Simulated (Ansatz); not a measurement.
InP (zincblende), relaxed with r2SCAN in the PAW code Ansatz. It is cubic, F-43m (No. 216); conventional cell a = 5.908 Å, 25.77 Å³ an atom. In is surrounded by 4 P at 2.56 Å; P is surrounded by 4 In at 2.56 Å.

The axes x, y and z are those of this cell:
```yaml
crystal:
  lattice:
    - [0.00000, 2.95379, 2.95379]
    - [2.95379, 0.00000, 2.95379]
    - [2.95379, 2.95379, 0.00000]
  atoms:
    - { symbol: In, position: [0.00000, 0.00000, 0.00000] }
    - { symbol: P, position: [0.25000, 0.25000, 0.25000] }
```

Unstrained: The PBE gap is direct at Γ: 0.586 eV. With r2SCAN the gap is 1.026 eV and direct, at Γ. The HSE06 gap is direct at Γ: 1.357 eV. Meshes: PBE 8×8×8, r2SCAN 8×8×8, HSE06 6×6×6. Strains are changes of length per length. After each strain the atoms were relaxed again with r2SCAN within the symmetry that the strain leaves, so tilts or polar shifts that break it weren't tested; points keep the names that they have in the unstrained zone. No spin polarisation and no zero-point or thermal motion.

(1) Apply epitaxial +1.5 % in the xy plane, free normal strain -1.69 %. How far does the gap move, against the unstrained cell?

(2) Estimate what uniaxial -5.0 % along x, other directions held does to the gap.

(3) Estimate what isotropic -1.5 % on every length does to the gap.

(4) One strain changed the r2SCAN stress by xx +1.03, yy +1.03, zz +1.03, xy -0.49, xz -0.49, yz -0.49 GPa (compression positive) and the gap by +0.040 eV (PBE), +0.043 eV (r2SCAN), +0.047 eV (HSE06). Which kind of strain was it, and roughly how large?

(5) Apply uniaxial -2.0 % along z, other directions held. How far does the gap move, against the unstrained cell?

Results:

(1) PBE: the gap goes from 0.586 to 0.419 eV (-0.167 eV); with r2SCAN the top three valence levels at Γ, degenerate before, become 1+2 from the top over 146 meV. r2SCAN: the gap goes from 1.026 to 0.850 eV (-0.176 eV). HSE06: the gap goes from 1.357 to 1.175 eV (-0.182 eV). The r2SCAN energy rises by 3.3 meV an atom.

(2) PBE: the gap goes from 0.586 to 0.704 eV (+0.118 eV); with r2SCAN the top three valence levels at Γ, degenerate before, become 1+2 from the top over 237 meV. r2SCAN: the gap goes from 1.026 to 1.157 eV (+0.131 eV). HSE06: the gap goes from 1.357 to 1.497 eV (+0.140 eV). The r2SCAN energy rises by 20.1 meV an atom.

(3) PBE: the gap goes from 0.586 to 0.833 eV (+0.247 eV). r2SCAN: the gap goes from 1.026 to 1.290 eV (+0.264 eV). HSE06: the gap goes from 1.357 to 1.634 eV (+0.277 eV). The r2SCAN energy rises by 11.5 meV an atom.

(4) Epitaxial -1.0 % in the plane normal to [111], free normal strain +0.55 %. The pattern of the stress gives the kind; the size needs the stiffness, so it is an estimate.

(5) PBE: the gap goes from 0.586 to 0.633 eV (+0.047 eV); with r2SCAN the top three valence levels at Γ, degenerate before, become 1+2 from the top over 96 meV. r2SCAN: the gap goes from 1.026 to 1.078 eV (+0.052 eV). HSE06: the gap goes from 1.357 to 1.414 eV (+0.057 eV). The r2SCAN energy rises by 3.1 meV an atom.

Spin-orbit coupling is left out, which matters wherever the heavy atoms make up the band edges.

The meshes of the hybrids are coarse, so their gaps aren't converged to the digits shown.

The splittings at Γ are without spin-orbit coupling, which regroups them where it is of like size or larger.
